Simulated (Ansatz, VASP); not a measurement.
**Two plane-wave programs on Pt**

Contents of INCAR:

```
PREC = Accurate
ENCUT = 520
EDIFF = 1E-6
ISMEAR = -1
SIGMA = 0.02
LREAL = False
LASPH = True
NELM = 150
ALGO = Fast
ISIF = 2
LWAVE = False
LCHARG = False
MAGMOM = 0 0 0
LORBIT = 11
LSORBIT = True
GGA_COMPAT = False
LORBMOM = True
LMAXMIX = 4
GGA = RP
NBANDS = 21
```

Contents of KPOINTS:

```
regular mesh
0
Gamma
  9 9 9
```

POSCAR

```
Pt
1.0
    0.0000000000      1.9477392008      1.9477392008
    1.9477392008      0.0000000000      1.9477392008
    1.9477392008      1.9477392008      0.0000000000
Pt
1
Direct
    0.0000000000      0.0000000000      0.0000000000
```

File input.yaml:

```yaml
crystal:
  lattice:
    - [0.0, 1.9477392008, 1.9477392008]
    - [1.9477392008, 0.0, 1.9477392008]
    - [1.9477392008, 1.9477392008, 0.0]
  atoms:
    - { symbol: Pt, position: [0.0, 0.0, 0.0] }
hamiltonian:
  xc: rpbe
  pseudopotentials: { kind: paw_fr }
magnetization:
  noncollinear: true
  spin_orbit: true
kpoints:
  mp_grid: { grid: [9, 9, 9] }
scf:
  occupations: { method: fermi_dirac, width: 0.02 }
output:
  forces: true
  stress: true
  eigenvalues: true
  write_density: true
  write_potential: true
  elf: true
  volumetric_format: npy
```

Alike in both runs: task single point; functional RPBE; k mesh 9 × 9 × 9; occupations fermi-dirac, width 0.02 eV; non-collinear spin, spin-orbit coupling.

|  | VASP | Ansatz |
| --- | --- | --- |
| version | VASP 6.6.1 | Ansatz 0.2.0 |
| potentials or method | VASP PAW PBE potentials, release 64 (Pt) | Ansatz PAW |
| plane-wave cutoff (eV) | 520 | 420 |
| valence electrons in the cell | 10 | 18 |

|  | VASP | Ansatz | Ansatz less VASP |
| --- | --- | --- | --- |
| gap on the k mesh at the Fermi level (eV) | none | none | - |
| pressure (GPa) | 20.2 | 20.5 | +0.29 |
| net moment per atom (μB) | 0.00 | 0.00 | 0.000 |

A gap of «none» marks a metal or a gap that the smearing closes. With one functional, cell and mesh, what is left measures potentials, basis and numerics. The two sets of potentials don't hold the same shells in valence.

Caveats: so large a pressure means that the cell lies far from this level's equilibrium, or that cutoff or potentials fall short (VASP); the potentials were made for another functional, which shifts forces and pressure (VASP); the PAW data sets come from PBE, with cores solved anew for the run's functional, which leaves a small shift of forces and pressure (Ansatz).
